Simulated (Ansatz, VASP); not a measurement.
CoO in VASP and in Ansatz

INCAR

```
SYSTEM = CoO
ALGO = Normal
EDIFF = 1E-7
ENCUT = 520
GGA = PE
ISIF = 2
ISMEAR = 0
ISPIN = 2
LASPH = .True.
LCHARG = .False.
LMAXMIX = 4
LORBIT = 11
LREAL = .False.
LWAVE = .False.
MAGMOM = 2.76 0
NBANDS = 18
NELM = 150
PREC = Accurate
SIGMA = 0.05
```

KPOINTS

```
k-points
0
Gamma
  14 14 14
  0 0 0
```

The input POSCAR:

```
CoO
1.0
    0.0000000000      2.1245315514      2.1245315514
    2.1245315514      0.0000000000      2.1245315514
    2.1245315514      2.1245315514      0.0000000000
Co O
1 1
Direct
    0.0000000000      0.0000000000      0.0000000000
    0.5000000000      0.5000000000      0.5000000000
```

Input for Ansatz:

```yaml
crystal:
  lattice:
    - [0.0, 2.1245315514, 2.1245315514]
    - [2.1245315514, 0.0, 2.1245315514]
    - [2.1245315514, 2.1245315514, 0.0]
  atoms:
    - { symbol: Co, position: [0.0, 0.0, 0.0], spin: 2.76 }
    - { symbol: O, position: [0.5, 0.5, 0.5] }
basis:
  ecutwfc: 420
  ecutrho_ratio: 4
kpoints:
  mp_grid: { grid: [14, 14, 14] }
hamiltonian:
  xc: pbe
scf:
  occupations: { method: gaussian, width: 0.05 }
output:
  forces: true
  stress: true
  eigenvalues: true
  populations: true
magnetization:
  spin_polarized: true
```

Alike in both runs: task single point; functional PBE; k mesh 14 × 14 × 14; occupations gaussian, width 0.05 eV; collinear spin.

|  | VASP | Ansatz |
| --- | --- | --- |
| version | VASP 6.6.1 | Ansatz 0.2.0 |
| potentials or method | VASP PAW PBE potentials, release 64 (Co, O) | scalar-relativistic, plane waves, PAW |
| plane-wave cutoff (eV) | 520 | 420 |
| valence electrons in the cell | 15 | 23 |

|  | VASP | Ansatz | Ansatz less VASP |
| --- | --- | --- | --- |
| gap on the k mesh at the Fermi level (eV) | none | none | - |
| pressure (GPa) | -0.6 | 0.0 | +0.57 |
| net moment per atom (μB) | 1.46 | 1.48 | +0.017 |
| size of the moment on the site where the two differ most (μB) | 2.57 | 2.51 | -0.059 |

Site moments also hang on the region over which each program counts them. A gap of «none» marks a metal or a gap that the smearing closes. The two sets of potentials don't hold the same shells in valence.

Caveats: a cell with one magnetic atom can't hold antiferromagnetic order, which such compounds often take; semilocal functionals often make such compounds metallic where correlation or magnetic order opens a gap, which also shifts bond lengths.
